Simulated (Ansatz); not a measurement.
Cu Kα1 powder pattern (kinematic, no thermal factors).
2θ (°) (relative intensity): 33.33 (2), 34.61 (21), 36.72 (20), 38.20 (100), 43.62 (37), 50.43 (9), 58.30 (14), 59.57 (30), 67.10 (16), 70.76 (2), 72.06 (15), 73.00 (12), 76.69 (5), 76.83 (2), 78.09 (4), 81.75 (2), 88.17 (4)

The pattern is computed from a structure relaxed with DFT PBE, scalar-relativistic, plane waves, PAW in Ansatz. No spin polarisation. Its elements are C, Ti.

Q: Give the structure.

A: TiC.
Space group P6_3/mmc (No. 194). a = 3.101 Å, b = 3.101 Å, c = 9.783 Å, α = 90.00°, β = 90.00°, γ = 120.00°
```csv
atom,site,symmetry,x,y,z
Ti,2c,-6m2,0.6667,0.3333,0.7500
Ti,2a,-3m.,0.0000,0.0000,0.0000
C,4f,3m.,0.3333,0.6667,0.8755
```

A pattern alone doesn't exclude other cells with like lines; this is the one computed.

The structure comes from a generated guess; another structure or a mixture of phases may lie lower.
